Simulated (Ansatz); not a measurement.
Write the native input for Ansatz 0.2.0 that does the following.

```yaml
Task: band structure
Functional: LDA
Potentials_or_basis: Ansatz PAW
Cutoff: "420 eV (not typed: the program's choice for these potentials)"
k_mesh: 7 × 7 × 7
Occupations: fermi-dirac, width 0.05 eV
Spin: spin-orbit coupling, no magnetisation
Path: "[[\"G\", \"X\", \"W\", \"K\", \"G\", \"L\", \"U\", \"W\", \"L\", \"K\"], [\"U\", \"X\"]]"
Points_for_each_segment_of_the_path: 14
```

Crystal: SnO2.

```xyz
3
Lattice="0.0000 2.5741 2.5741 2.5741 0.0000 2.5741 2.5741 2.5741 0.0000" Properties=species:S:1:pos:R:3 pbc="T T T"
Sn    0.0000    0.0000    0.0000
O     3.8612    3.8612    3.8612
O     1.2871    1.2871    1.2871
```

Measurements of this composition are mostly on another form, of space group No. 136.

One way to write it, as run:

input.yaml

```yaml
crystal:
  lattice:
    - [0.0, 2.57415, 2.57415]
    - [2.57415, 0.0, 2.57415]
    - [2.57415, 2.57415, 0.0]
  atoms:
    - { symbol: Sn, position: [0.0, 0.0, 0.0] }
    - { symbol: O, position: [0.75, 0.75, 0.75] }
    - { symbol: O, position: [0.25, 0.25, 0.25] }
hamiltonian:
  xc: lda
  pseudopotentials: { kind: paw_fr }
magnetization:
  noncollinear: true
  spin_orbit: true
kpoints:
  mp_grid: { grid: [7, 7, 7] }
  band_path:
    path:
      - [[0.0, 0.0, 0.0], [0.5, 0.0, 0.5], [0.5, 0.25, 0.75], [0.375, 0.375, 0.75], [0.0, 0.0, 0.0], [0.5, 0.5, 0.5], [0.625, 0.25, 0.625], [0.5, 0.25, 0.75], [0.5, 0.5, 0.5], [0.375, 0.375, 0.75]]
      - [[0.625, 0.25, 0.625], [0.5, 0.0, 0.5]]
    npoints: 14
scf:
  occupations: { method: fermi_dirac, width: 0.05 }
  n_extra_bands: 7
output:
  forces: true
  stress: true
  eigenvalues: true
  fatbands: true
  write_density: true
  write_potential: true
  elf: true
  volumetric_format: npy
```

Potentials or basis: Ansatz PAW.

Run with:

```console
$ ansatz run input.yaml --threads 2 --pin off --max-ram 5632MiB --backend cpu --events-out ev --progress --plain --runs-dir out
```

It gave:

The pressure is -12.1 GPa and the band gap on the k mesh is none (metal or under the smearing width).

Caveat: the pressure holds a Pulay correction of +1.3 GPa for the finite cutoff; the PAW data sets come from PBE, with cores solved anew for the run's functional, which leaves a small shift of forces and pressure.

Run time: 16 s on 2 threads of Arm Neoverse V2, with other jobs on the host, peak memory 0.44 GiB.
